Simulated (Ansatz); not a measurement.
Runs of Ansatz 0.2.0 on Ga. Symmetry: P2_1/m, No. 11, monoclinic system. The conventional cell has a = 2.778 Å, b = 3.282 Å, c = 4.210 Å, α = 90.00°, β = 108.61°, γ = 90.00°. Ga (site symmetry m) is surrounded by 8 Ga at 2.71 to 2.84 Å. This isn't the form of Ga at room conditions, which is orthorhombic.

```tsv
task	level	spin	cell	cutoff (eV)	points for each segment of the path	gap on the mesh (eV)	pressure (GPa)	relaxed volume (Å³/atom)
relaxation of cell and atoms	BLYP	off	relaxed	420	-	none	0.0	21.69
relaxation of cell and atoms	revPBE	off	relaxed	420	-	none	0.0	19.74
relaxation of cell and atoms	r2SCAN	off	relaxed	500	-	none	0.0	(a)
band structure	PBEsol	SOC, no magnetisation	as given	420	14	none	(b)	-
relaxation of cell and atoms	RPBE	off	relaxed	420	-	none	0.0	19.95
```

Alike in all rows: potentials or basis Ansatz PAW; k mesh 10 × 8 × 7; smearing fermi-dirac 0.05 eV.

Q: Fill in the values left out.

A: (a) 18.12; (b) -0.7.

Caveats: the PAW data sets come from PBE, with cores solved anew for the run's functional, which leaves a small shift of forces and pressure; the plane-wave basis is chosen anew once the cell has moved, so the energies of steps on either side of that aren't comparable (some runs); the volume moved by over 15 % at a fixed basis, so the end points are rough (some runs).

A k mesh can miss the band edges, and rows without SOC leave out spin-orbit coupling on Ga.

A gap of «none» marks a metal or a gap under the smearing width.

Runs at the PBE level aren't shown here.
